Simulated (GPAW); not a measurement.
Ag in GPAW: the effect of strain hydrostatic

Ag:

```
Ag
1.0
     0.00000    1.96104    1.96104
     1.96104    0.00000    1.96104
     1.96104    1.96104    0.00000
Ag
1
Direct
  0.00000 0.00000 0.00000
```

Alike in all runs:

* Program: GPAW 26.7.0
* Task: single point
* Functional: PBEsol
* Potentials or basis: PAW data sets generated in the run's folder for this functional
* Cutoff: 600 eV
* Basis: pw
* k mesh: 11 × 11 × 11
* Occupations: fermi-dirac, width 0.05 eV
* Spin: no spin polarisation
* Maxiter: 150

```tsv
strain hydrostatic	pressure (GPa)
-0.04	15.4
-0.02	4.6
-0.01	0.5
0	-2.9
0.01	?
0.02	-7.9
0.04	-11.2
```

**Question.** What does the run with strain hydrostatic 0.01 give?

**Answer.** Pressure -5.7 GPa.

Worked out: A parabola through the other rows of the pressure, of slope -265 GPa per unit of strain hydrostatic there, gives -5.9 GPa, against the run's -5.7.

Caveats: the density grid can change from cell to cell, which puts small steps into energies and stress.
